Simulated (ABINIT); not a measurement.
Set up this calculation in ABINIT 10.8.3 (patched build), as the native input.

```
Task                                            : single point
Functional                                      : PBEsol
Potentials or basis                             : JTH PAW PBE v2.0
Cutoff                                          : 816 eV
k mesh                                          : 10 × 10 × 10
Occupations                                     : fermi-dirac, width 0.05 eV
Spin                                            : collinear spin, ferromagnetic start
Starting moments                                : [1.0] μB
Fine-grid cutoff                                : 1414.99 eV
Exchange and correlation inside the PAW spheres : full angular mesh (pawxcdev 0, this build's default; the released program takes 1)
```

Crystal: Ni.

```
Ni
1.0
     0.00000    1.73757    1.73757
     1.73757    0.00000    1.73757
     1.73757    1.73757    0.00000
Ni
1
Direct
  0.00000 0.00000 0.00000
```

One way to write it, as run:

run.abi

```
# Pseudopotentials
pp_dirpath "./"
pseudos "Ni.GGA_PBE-JTH.xml"

# Structure
acell 2.4572992075 2.4572992075 2.4572992075 Angstrom
rprim
     0.0000000000     0.7071067812     0.7071067812
     0.7071067812     0.0000000000     0.7071067812
     0.7071067812     0.7071067812     0.0000000000
ntypat 1
znucl 28
natom 1
typat 1
xred
     0.0000000000     0.0000000000     0.0000000000

# Plane-wave basis
ecut 816.341587 eV
pawecutdg 52.0

# k points
kptopt 1
ngkpt 10 10 10
nshiftk 1
shiftk 0.0 0.0 0.0

# Exchange and correlation
ixc -116133

# Bands and occupations
nband 14
occopt 3
tsmear 0.00183747

# Spin
nsppol 2
spinat
     0.0000000000     0.0000000000     1.0000000000

# SCF cycle
nstep 100
tolvrs 1.0e-9

# Output
iomode 3
prtwf 0
prtden 0
prteig 0
prtebands 0
enunit 2
```

Potentials or basis: JTH PAW PBE v2.0.

Command:

```console
$ abinit run.abi > log 2>&1
```

Results of the run:

```
Band gap on the k mesh                                : none (metal or under the smearing width)
Net moment                                            : 0.72 μB per cell
Site moments                                          : Ni +0.75 μB
Valence electrons inside the program's atomic spheres : Ni 15.83 (radii [0.9601] Å)
```

Run time: 19 s on 1 thread of Intel(R) Xeon(R) 6975P-C (Granite Rapids), on a shared host, peak memory 0.11 GiB.
